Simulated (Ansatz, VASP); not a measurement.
## Two plane-wave programs on W

INCAR

```
SYSTEM = W
ALGO = Normal ; EDIFF = 1E-6
ENCUT = 520 ; GGA = PE
ISIF = 2 ; ISMEAR = -1
LASPH = .TRUE. ; LCHARG = .FALSE.
LREAL = .FALSE. ; LWAVE = .FALSE.
NBANDS = 13 ; NELM = 60
PREC = Accurate ; SIGMA = 0.1
```

KPOINTS

```
k-points
0
G
  7 7 7
  0 0 0
```

File POSCAR:

```
W
1.0
   -1.5921723362      1.5921723362      1.5921723362
    1.5921723362     -1.5921723362      1.5921723362
    1.5921723362      1.5921723362     -1.5921723362
W
1
Direct
    0.0000000000      0.0000000000      0.0000000000
```

Input for Ansatz:

```yaml
crystal:
  lattice:
    - [-1.5921723362, 1.5921723362, 1.5921723362]
    - [1.5921723362, -1.5921723362, 1.5921723362]
    - [1.5921723362, 1.5921723362, -1.5921723362]
  atoms:
    - { symbol: W, position: [0.0, 0.0, 0.0] }
hamiltonian:
  xc: pbe
  pseudopotentials:
    kind: paw
    azcp:
      W: "pseudopotentials/W.paw.azcp"
basis:
  ecutwfc: 420
  fft_grid_basis: typed
kpoints:
  mp_grid: { grid: [7, 7, 7], shift: [0, 0, 0] }
magnetization:
  spin_polarized: false
scf:
  occupations: { method: fermi_dirac, width: 0.1 }
  lower_state_search: "off"
output:
  stress: true
```

Alike in both runs: task single point; functional PBE; k mesh 7 × 7 × 7; occupations fermi-dirac, width 0.1 eV; no spin polarisation.

|  | VASP | Ansatz |
| --- | --- | --- |
| version | VASP 6.6.1 | Ansatz 0.2.0 |
| potentials or method | VASP PAW PBE potentials, release 64 (W_sv) | plane waves (420 eV) with PAW, scalar-relativistic |
| plane-wave cutoff (eV) | 520 | 420 |
| valence electrons in the cell | 14 | 14 |

Ansatz gave:

| Quantity | Value |
| --- | --- |
| pressure (GPa) | 0.7 |

Question: Estimate VASP's values.

Answer: Pressure (GPa): 1.2.

With one functional, cell and mesh, what is left measures potentials, basis and numerics.

Caveats: the k mesh is coarse (spacing up to 0.40 Å⁻¹), so the values aren't converged. Spin-orbit coupling is left out, which matters for the levels of W.
